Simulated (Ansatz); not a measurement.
The inner images of a band of CH₄N₂O (8 atoms, charge 0, multiplicity 1) are given out of order.

These are results of RKS PBE-D4/6-31G* in Ansatz, not measurements.

First end point:

```xyz
8
Properties=species:S:1:pos:R:3
H -1.634 -1.157 0.284
N -0.769 -0.710 0.583
C -0.275 0.162 -0.392
N 1.054 0.542 -0.175
O -0.942 0.556 -1.347
H -0.100 -1.364 0.993
H 1.313 1.347 -0.744
H 1.353 0.625 0.797
```

Last end point:

```xyz
8
Properties=species:S:1:pos:R:3
H -1.871 -0.323 -0.861
N -0.557 -1.040 0.802
C -0.208 -0.140 -0.048
N 1.006 0.518 -0.215
O -1.087 0.249 -1.018
H 0.205 -1.255 1.458
H 0.947 1.386 -0.748
H 1.567 0.605 0.630
```

Task: Put them in order from the first end to the last, with their energies above the first end.
A.
```xyz
8
Properties=species:S:1:pos:R:3
H -1.602 -0.971 0.013
N -0.745 -0.806 0.567
C -0.212 0.105 -0.308
N 1.077 0.591 -0.200
O -0.975 0.449 -1.225
H -0.256 -1.433 1.213
H 1.169 1.435 -0.764
H 1.545 0.631 0.704
```
B.
```xyz
8
Properties=species:S:1:pos:R:3
H -1.652 -0.547 -0.489
N -0.665 -0.927 0.669
C -0.181 -0.024 -0.143
N 1.044 0.593 -0.212
O -1.126 0.239 -1.060
H -0.094 -1.407 1.355
H 1.112 1.432 -0.784
H 1.562 0.640 0.663
```
C.
```xyz
8
Properties=species:S:1:pos:R:3
H -1.588 -0.803 -0.158
N -0.731 -0.860 0.579
C -0.198 0.062 -0.253
N 1.066 0.594 -0.201
O -1.029 0.366 -1.156
H -0.219 -1.427 1.274
H 1.141 1.434 -0.772
H 1.558 0.634 0.687
```
D.
```xyz
8
Properties=species:S:1:pos:R:3
H -1.627 -1.115 0.165
N -0.768 -0.748 0.572
C -0.242 0.140 -0.357
N 1.071 0.574 -0.192
O -0.940 0.520 -1.301
H -0.206 -1.398 1.122
H 1.229 1.413 -0.749
H 1.484 0.614 0.739
```
E.
```xyz
8
Properties=species:S:1:pos:R:3
H -1.809 -0.396 -0.752
N -0.595 -1.010 0.760
C -0.197 -0.103 -0.066
N 1.015 0.555 -0.209
O -1.105 0.247 -1.022
H 0.102 -1.332 1.433
H 1.019 1.398 -0.784
H 1.569 0.639 0.640
```
F.
```xyz
8
Properties=species:S:1:pos:R:3
H -1.612 -0.652 -0.344
N -0.700 -0.896 0.622
C -0.185 0.015 -0.193
N 1.054 0.595 -0.204
O -1.087 0.287 -1.100
H -0.160 -1.418 1.319
H 1.130 1.433 -0.777
H 1.560 0.635 0.677
```
G.
```xyz
8
Properties=species:S:1:pos:R:3
H -1.730 -0.467 -0.627
N -0.630 -0.967 0.717
C -0.186 -0.064 -0.099
N 1.030 0.580 -0.213
O -1.124 0.234 -1.037
H -0.001 -1.379 1.399
H 1.075 1.421 -0.788
H 1.566 0.643 0.649
```

Result: D (+0.07 eV), A (+0.44 eV), C (+1.27 eV), F (+1.87 eV), B (+1.53 eV), G (+1.09 eV), E (+0.85 eV).

Run time: 2.1 min on 1 thread of Arm Neoverse V1 (shared host), peak memory 0.12 GiB.
